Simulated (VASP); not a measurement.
Here is a VASP 6.6.1 calculation.

Contents of INCAR:

```
SYSTEM = SiC
PREC = Accurate ; ENCUT = 520
EDIFF = 1E-8 ; ISMEAR = 0
SIGMA = 0.02 ; LREAL = .False.
LASPH = .True. ; NELM = 100
ALGO = Fast ; ISIF = 2
LWAVE = .False. ; LCHARG = .False.
GGA = PE ; LEPSILON = .True.
IBRION = 8 ; NSW = 1
```

File KPOINTS:

```
regular mesh
0
Gamma
  3 3 1
  0 0 0
```

POSCAR

```
SiC                                     
1.0
    3.1420469008      0.0000000000      0.0000000000
   -1.5710234504      2.7210924338      0.0000000000
    0.0000000000      0.0000000000      4.9099193015
  Si              C             
     2     2
Direct
     0.3333333300000021    0.6666666699999979    0.9973078293050932
     0.6666666699999979    0.3333333300000021    0.4973078293050932
     0.3333333300000021    0.6666666699999979    0.3876921706949048
     0.6666666699999979    0.3333333300000021    0.8876921706949048
```

Potentials or basis: VASP PAW PBE potentials, release 64 (Si, C).

Launch:

```sh
$ cat potpaw_PBE.64/Si/POTCAR potpaw_PBE.64/C/POTCAR > POTCAR
$ mpirun -np 4 vasp_std > vasp.out
```

Task: Estimate the electronic dielectric tensor (diagonal).

Result: 10.16, 10.16, 5.57.

Task: Estimate the Born charges (mean of the diagonal).

Result: Si +2.93; C -2.93 e.

Task: Predict the band gap on the k mesh.

Result: 2.25 eV, indirect (least direct gap 3.39 eV).

Phonon frequencies in cm⁻¹ (negative: imaginary):
| q point | frequencies |
| --- | --- |
| (0.000, 0.000, 0.000) | 0 0 0 187 187 541 709 754 786 786 788 788 |

Caveat: the k mesh is coarse (spacing up to 1.28 Å⁻¹), so the values aren't converged; an odd mesh through Γ misses points on the zone boundary, where band edges often lie.
